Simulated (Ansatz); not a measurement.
The system is TaS2.

```
CELL_PARAMETERS angstrom
3.35000 0.00000 0.00000
-1.67500 2.90119 0.00000
0.00000 0.00000 5.86000
ATOMIC_POSITIONS crystal
Ta 0.00000 0.00000 0.00000
S 0.66667 0.33333 0.75000
S 0.33333 0.66667 0.25000
```

| Property | Result |
| --- | --- |
| Program | Ansatz 0.2.0 |
| Task | relaxation of cell and atoms |
| Functional | revPBE |
| Dispersion | D3(BJ) |
| Potentials or basis | Ansatz PAW |
| Cutoff | 420 eV (not typed: the program's choice for these potentials) |
| k mesh | 9 × 9 × 5 |
| Occupations | fermi-dirac, width 0.05 eV |
| Spin | no spin polarisation |

At the start: volume 18.98 Å³/atom.

Q: How do energy, volume and symmetry change on relaxing?

A: It ends after 5 steps and the volume is 17.76 Å³/atom (-6.4 %); space group P-3m1 (No. 164, to 0.05 Å).

Step by step:
| step | energy change (eV) | largest force (eV/Å) | volume (Å³) |
| --- | --- | --- | --- |
| 1 | 0.0000 | 1.3268 | 56.95 |
| 2 | -0.0905 | 0.7956 | 52.66 |
| 3 | -0.1383 | 0.0687 | 53.82 |
| 4 | -0.1401 | 0.0080 | 53.29 |
| 5 | -0.1396 | 0.0082 | 53.29 |

Final structure:
```
Ta S
1.0
     3.30496    0.00000    0.00000
    -1.65248    2.86218    0.00000
     0.00000    0.00000    5.63350
Ta S
1 2
Cartesian
  0.0000 0.0000 0.0000
  1.6525 0.9541 4.0830
  0.0000 1.9081 1.5505
```

Caveat: the plane-wave basis is chosen anew once the cell has moved, so the energies of steps on either side of that aren't comparable; the PAW data sets come from PBE, with cores solved anew for the run's functional, which leaves a small shift of forces and pressure.
